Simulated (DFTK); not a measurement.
## Sb in DFTK: convergence with cutoff

The system is Sb.

```xyz
1
Lattice="-1.6709 1.6252 2.8577 1.6210 -1.6396 2.8370 1.6925 1.6611 -2.8661" Properties=species:S:1:pos:R:3 pbc="T T T"
Sb    0.0000    0.0000    0.0000
```

This isn't the form of Sb at room conditions, which is rhombohedral.

The cell isn't the ideal one: cell stretched.

```yaml
Program: DFTK 0.8.2
Task: convergence study
Functional: PBE
Potentials_or_basis: cp2k.nc.sr.pbe.v0_1.semicore.gth (PBE, GTH)
Cutoff: 245 eV
k_mesh: 4 × 4 × 5
Occupations: fermi-dirac, width 0.02 eV
Spin: collinear spin, ferromagnetic start
Starting_moments: "[0.5] μB"
```

These are the settings of the first run; the series varies cutoff, with any setting tied to it.

Hardware: 1 thread of Intel(R) Xeon(R) Platinum 8259CL CPU @ 2.50GHz (Skylake/Cascade Lake), on a shared host.

```
    cutoff  energy less the tightest run, at zero smearing (meV/atom)  pressure (GPa)  SCF cycles
244.902 eV                                                     123.10           -5.99          11
326.537 eV                                                      62.02           -5.45          11
408.171 eV                                                      27.72           -5.31          11
517.016 eV                                                       6.45           -5.03          11
625.862 eV                                                       1.19           -4.90          11
734.707 eV                                                       0.34           -4.87          11
870.764 eV                                                       0.18           -4.86          11
1061.24 eV                                                       0.00           -4.86          11
```

Against the tightest run, the energy stays within 1 meV/atom from 734.707 eV on; the pressure stays within 0.1 GPa from 625.862 eV on. The tightest run that finished is the yardstick and may itself not be fully converged.

Caveat, for the tightest run too: the k mesh is coarse (spacing up to 0.55 Å⁻¹), so the values aren't converged. Spin-orbit coupling is left out, which matters for the levels of Sb.
